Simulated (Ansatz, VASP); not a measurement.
**Rh in VASP and in Ansatz**

```
CELL_PARAMETERS angstrom
4.36633 0.00000 0.00000
-2.18317 3.78135 0.00000
0.00000 0.00000 2.68045
ATOMIC_POSITIONS crystal
Rh 0.00000 0.00000 0.00000
Rh 0.33333 0.66667 0.50000
Rh 0.66667 0.33333 0.50000
```

Alike in both runs: task single point; functional RPBE; k mesh 9 × 9 × 13; occupations fermi-dirac, width 0.1 eV; no spin polarisation.

|  | VASP | Ansatz |
| --- | --- | --- |
| version | VASP 6.6.1 | Ansatz 0.2.0 |
| potentials or method | VASP PAW PBE potentials, release 64 (Rh_pv) | plane waves (420 eV) with PAW, scalar-relativistic |
| plane-wave cutoff (eV) | 520 | 420 |
| valence electrons in the cell | 45 | 51 |

```csv
,VASP,Ansatz,Ansatz less VASP
pressure (GPa),0.0,-0.1,-0.14
largest component of the traceless stress (GPa),0.56,0.52,-0.038
```

The two sets of potentials don't hold the same shells in valence.

Caveats: the PAW data sets were made with another functional, which shifts forces and pressure a little (VASP).
